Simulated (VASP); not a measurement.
# SnSe2 (P-3m1) in VASP: phonons with LDA

Aim: the phonons of SnSe2 with LDA.

All numbers are computed with VASP 6.6.1; they aren't measurements. Logs are shortened: lines on timing, memory, paths and dates and some standing lists are left out, and cuts for length are marked.

## (1) The crystal as given

It takes space group P-3m1 (No. 164, trigonal). The conventional cell has a = 3.811 Å, b = 3.811 Å, c = 6.136 Å, α = 90.00°, β = 90.00°, γ = 120.00°. Sn (site symmetry -3m) is surrounded by 6 Se at 2.68 Å. Se (site symmetry 3m) has 3 Sn at 2.68 Å as nearest neighbours.

## (2) Phonons, LDA

Contents of POSCAR:

```
SnSe2
1.0
    3.8110000000      0.0000000000      0.0000000000
   -1.9055000000      3.3004228100      0.0000000000
    0.0000000000      0.0000000000      6.1360000000
Sn Se
1 2
Direct
    0.0000000000      0.0000000000      0.0000000000
    0.3333333300      0.6666666700      0.2490000000
    0.6666666700      0.3333333300      0.7510000000
```

Contents of INCAR.step1:

```
  PREC = Accurate
  ENCUT = 600
  EDIFF = 1E-8
  ISMEAR = 0
  SIGMA = 0.02
  LREAL = False
  LASPH = True
  NELM = 100
  ALGO = Normal
  ISIF = 3
  LWAVE = False
  LCHARG = False
  GGA = CA
  IBRION = 2
  NSW = 40
  EDIFFG = -0.002
```

Contents of INCAR.step2:

```
  PREC = Accurate
  ENCUT = 600
  EDIFF = 1E-8
  ISMEAR = 0
  SIGMA = 0.02
  LREAL = False
  LASPH = True
  NELM = 100
  ALGO = Normal
  ISIF = 2
  LWAVE = False
  LCHARG = False
  GGA = CA
  IBRION = 6
  NFREE = 2
  POTIM = 0.015
  NSW = 1
```

Contents of KPOINTS:

```
regular mesh
0
Gamma
  9 9 6
```

Potentials or basis: VASP PAW LDA potentials, release 64 (Sn_d, Se).

Launch:

```bash
> cat potpaw_LDA.64/Sn_d/POTCAR potpaw_LDA.64/Se/POTCAR > POTCAR
> cp INCAR.step1 INCAR
> mpirun -np 1 vasp_std > vasp.out
> cp CONTCAR POSCAR
> cp INCAR.step2 INCAR
> mpirun -np 1 vasp_std > vasp.out
```

OUTCAR:

```text
PREC = Accurate
   ENCUT = 600
   EDIFF = 1E-8
   ISMEAR = 0
   LREAL = False
   LASPH = True
   NELM = 100
   ISIF = 2
   GGA = CA
   IBRION = 6
   NFREE = 2
   POTIM = 0.015
   NSW = 1

 ion  position               nearest neighbor table
   1  0.000  0.000  0.000-   2 2.70   3 2.70   2 2.70   3 2.70   3 2.70   2 2.70
   2  0.333  0.667  0.267-   1 2.70   1 2.70   1 2.70
   3  0.667  0.333  0.733-   1 2.70   1 2.70   1 2.70

  LATTYP: Found a hexagonal cell.
 ALAT       =     3.8031068417
 C/A-ratio  =     1.5515255614

  Lattice vectors:

 A1 = (   3.8031068417,   0.0000000000,   0.0000000000)
 A2 = (  -1.9015534209,   3.2935871345,   0.0000000000)
 A3 = (   0.0000000000,   0.0000000000,   5.9006174777)

Analysis of symmetry for initial positions (statically):
=====================================================================
 Subroutine PRICEL returns:
 Original cell was already a primitive cell.

 Routine SETGRP: Setting up the symmetry group for a
 hexagonal supercell.

 Subroutine GETGRP returns: Found 12 space group operations
 (whereof 12 operations were pure point group operations)
 out of a pool of 24 trial point group operations.

The static configuration has the point symmetry D_3d.

Analysis of symmetry for dynamics (positions and initial velocities):
=====================================================================
 Subroutine PRICEL returns:
 Original cell was already a primitive cell.

 Routine SETGRP: Setting up the symmetry group for a
 hexagonal supercell.

 Subroutine GETGRP returns: Found 12 space group operations
 (whereof 12 operations were pure point group operations)
 out of a pool of 24 trial point group operations.

The dynamic configuration has the point symmetry D_3d.

[... 156 lines left out ...]
  --------------------------------------------------------------------------------------
  -------------------------------------------------------------------------------------
  Total        0.0040071      0.0040071     -0.0043524     -0.0000000      0.0000000     -0.0000000
  in kB        0.0868634      0.0868634     -0.0943490     -0.0000000      0.0000000     -0.0000000
  external PRESSURE =       0.0264593 kB  Pullay stress =       0.0000000 kB
[... 283 lines left out ...]
--------------------------------------- Ionic step        9  -------------------------------------------

 number of electron      25.9999989 magnetization

 Free energy of the ion-electron system (eV)
  ---------------------------------------------------
  ext. energy  EPLUGINS =         0.00000000
  ---------------------------------------------------
  free energy    TOTEN  =       -13.79251963 eV

  energy without entropy =      -13.79251963  energy(sigma->0) =      -13.79251963

 E-fermi :   4.9530     XC(G=0): -10.0453

 val. band max:        4.8215057641   @ k =   0.1111   0.0000   0.0000
 cond. band min:       5.0551926708   @ k =   0.0000   0.4444   0.3333
 fundamental gap:      0.2336869066
 Fermi energy:         4.9529522473

 k-point     1 :       0.0000    0.0000    0.0000
  band No.  band energies     occupation
      1     -16.5826      2.00000
      2     -16.5826      2.00000
      3     -16.5405      2.00000
      4     -16.5272      2.00000
      5     -16.5272      2.00000
      6      -9.4614      2.00000
[... 457 lines left out ...]
      4     -16.5251      2.00000
      5     -16.5121      2.00000
      6      -8.5909      2.00000
[... 9 lines left out ...]
     16       9.6696      0.00000
     17      11.0114      0.00000

 [... further k-points ...]

------------------------ aborting loop because EDIFF is reached ----------------------------------------

  FORCE on cell =-STRESS in cart. coord.  units (eV):
  Direction    XX          YY          ZZ          XY          YZ          ZX
  --------------------------------------------------------------------------------------
  -------------------------------------------------------------------------------------
  Total        0.0841579      0.0841579      0.2027417      0.0000000      0.0000000      0.0000000
  in kB        1.8243161      1.8243161      4.3948956      0.0000000      0.0000000      0.0000000
  external PRESSURE =       2.6811759 kB  Pullay stress =       0.0000000 kB
[... 18 lines left out ...]
  FREE ENERGIE OF THE ION-ELECTRON SYSTEM (eV)
  ---------------------------------------------------
  free  energy   TOTEN  =       -13.7925196295 eV

  energy  without entropy=      -13.7925196295  energy(sigma->0) =      -13.79251963

 INTERNAL STRAIN TENSORS FROM DISPLACED ATOMS
 ============================================

 INTERNAL STRAIN TENSOR FOR ION    1 for displacements in x,y,z  (eV/Angst):
          X           Y           Z          XY          YZ          ZX
  --------------------------------------------------------------------------------
  x     0.00000     0.00000     0.00000     0.00000     0.00000     0.00000
  y     0.00000     0.00000     0.00000     0.00000     0.00000     0.00000
  z     0.00000     0.00000     0.00000     0.00000     0.00000     0.00000

 INTERNAL STRAIN TENSOR FOR ION    3 for displacements in x,y,z  (eV/Angst):
          X           Y           Z          XY          YZ          ZX
  --------------------------------------------------------------------------------
  x     0.00000     0.00000     0.00000    -1.06596     0.00000     5.22106
  y    -1.06596     1.06596     0.00000     0.00000     5.22106    -0.00000
  z     5.12358     5.12358    13.74417    -0.00000     0.00000     0.00000

 Eigenvectors and eigenvalues of the dynamical matrix
 ----------------------------------------------------

   1 f  =    7.267856 THz    45.665284 2PiTHz  242.429569 cm-1    30.057422 meV
             X         Y         Z           dx          dy          dz
      0.000000  0.000000  0.000000     0.000000    0.000000   -0.755288
     -0.000000  2.195725  1.578334     0.000000    0.000000    0.463433
      1.901553  1.097862  4.322284    -0.000000   -0.000000    0.463433
[... 43 lines left out ...]
   9 f/i=    0.005122 THz     0.032184 2PiTHz    0.170860 cm-1     0.021184 meV
             X         Y         Z           dx          dy          dz
      0.000000  0.000000  0.000000    -0.655647   -0.020532   -0.000000
     -0.000000  2.195725  1.578334    -0.533454   -0.016705   -0.000000
      1.901553  1.097862  4.322284    -0.533454   -0.016705   -0.000000

 ELASTIC MODULI CONTR FROM IONIC RELAXATION (kBar)
 Direction    XX          YY          ZZ          XY          YZ          ZX
 --------------------------------------------------------------------------------
 XX        -129.9663   -108.8563   -320.3247      0.0000     51.6980     -0.0000
 YY        -108.8563   -129.9663   -320.3247      0.0000    -51.6980     -0.0000
 ZZ        -320.3247   -320.3247   -859.2810      0.0000      0.0000     -0.0000
 XY           0.0000      0.0000      0.0000    -10.5550      0.0000     51.6980
 YZ          51.6980    -51.6980      0.0000      0.0000   -253.2158     -0.0000
 ZX          -0.0000     -0.0000     -0.0000     51.6980     -0.0000   -253.2156
 --------------------------------------------------------------------------------
```

OSZICAR.step1:

```text
N       E                     dE             d eps       ncg     rms          rms(c)
DAV:   1     0.205699765724E+03    0.20570E+03   -0.13521E+04  2110   0.191E+03
DAV:   2     0.957184294664E+01   -0.19613E+03   -0.19289E+03  2253   0.415E+02
DAV:   3    -0.132872559832E+02   -0.22859E+02   -0.22103E+02  2723   0.127E+02
DAV:   4    -0.140537474698E+02   -0.76649E+00   -0.76551E+00  2531   0.240E+01
[... 212 lines left out ...]
DAV:   2    -0.137936782899E+02    0.87803E-05   -0.37103E-05  2690   0.840E-02    0.102E-02
DAV:   3    -0.137936750290E+02    0.32609E-05   -0.77576E-06  2603   0.431E-02    0.279E-03
DAV:   4    -0.137936748877E+02    0.14133E-06   -0.71763E-07  3159   0.786E-03    0.121E-03
DAV:   5    -0.137936748556E+02    0.32141E-07   -0.40524E-08  2244   0.244E-03    0.390E-04
DAV:   6    -0.137936748539E+02    0.16844E-08   -0.94528E-09  1147   0.106E-03
  23 F= -.13793675E+02 E0= -.13793675E+02  d E =-.257174E-05
```

Run time: 14 min. Hardware: 1 thread of Intel Xeon 6975P-C (Granite Rapids), shared host; peak memory 0.65 GiB.

What came out:

* Relaxed volume: 24.64 Å³/atom
* Relaxed cell: a = 3.803 Å, b = 3.803 Å, c = 5.901 Å, α = 90.00°, β = 90.00°, γ = 120.00°
* Space group after relaxing (to 0.05 Å): P-3m1 (No. 164)
* Highest phonon frequency at Γ, LO-TO splitting left out: 242 cm⁻¹

Step by step:
| step | energy change (eV) | largest force (eV/Å) | pressure (GPa) | volume (Å³) |
| --- | --- | --- | --- | --- |
| 1 | 0.0000 | 0.5068 | 0.98 | 77.18 |
| 2 | -0.0129 | 0.0125 | -1.46 | 78.95 |
| 3 | -0.0152 | 0.1287 | -0.81 | 78.44 |
| 4 | -0.0217 | 0.0887 | -0.35 | 77.44 |
| 5 | -0.0227 | 0.0658 | -0.07 | 76.89 |
| 6 | -0.0248 | 0.0821 | 0.02 | 76.54 |
| 7 | -0.0298 | 0.1313 | 0.37 | 75.51 |
| 8 | -0.0315 | 0.2274 | 1.24 | 73.42 |
| 9 | -0.0323 | 0.1993 | 0.94 | 74.10 |
| 10 | -0.0331 | 0.1856 | 0.86 | 74.08 |
| 11 | -0.0351 | 0.1453 | 0.64 | 74.02 |
| 12 | -0.0372 | 0.0671 | 0.22 | 73.89 |
| 13 | -0.0374 | 0.0363 | 0.06 | 73.84 |
| 14 | -0.0374 | 0.0310 | 0.04 | 73.86 |
| 15 | -0.0376 | 0.0154 | 0.00 | 73.93 |
| 16 | -0.0376 | 0.0160 | -0.10 | 74.08 |
| 17 | -0.0376 | 0.0030 | -0.04 | 73.99 |
| 18 | -0.0376 | 0.0048 | -0.02 | 73.96 |
| 19 | -0.0376 | 0.0061 | 0.01 | 73.94 |
| 20 | -0.0376 | 0.0045 | 0.00 | 73.94 |
| 21 | -0.0376 | 0.0013 | 0.00 | 73.93 |
| 22 | -0.0376 | 0.0013 | 0.00 | 73.93 |
| 23 | -0.0376 | 0.0016 | 0.00 | 73.91 |

Final structure:
```yaml
crystal:
  lattice:
    - [3.80311, 0.00000, 0.00000]
    - [-1.90155, 3.29359, 0.00000]
    - [0.00000, 0.00000, 5.90062]
  atoms:
    - { symbol: Sn, position: [0.00000, 0.00000, 0.00000] }
    - { symbol: Se, position: [0.33333, 0.66667, 0.26749] }
    - { symbol: Se, position: [0.66667, 0.33333, 0.73251] }
```

Phonon frequencies in cm⁻¹ (negative: imaginary):
```csv
q point,frequencies
"(0.000, 0.000, 0.000)",0 0 0 127 127 145 145 181 242
```
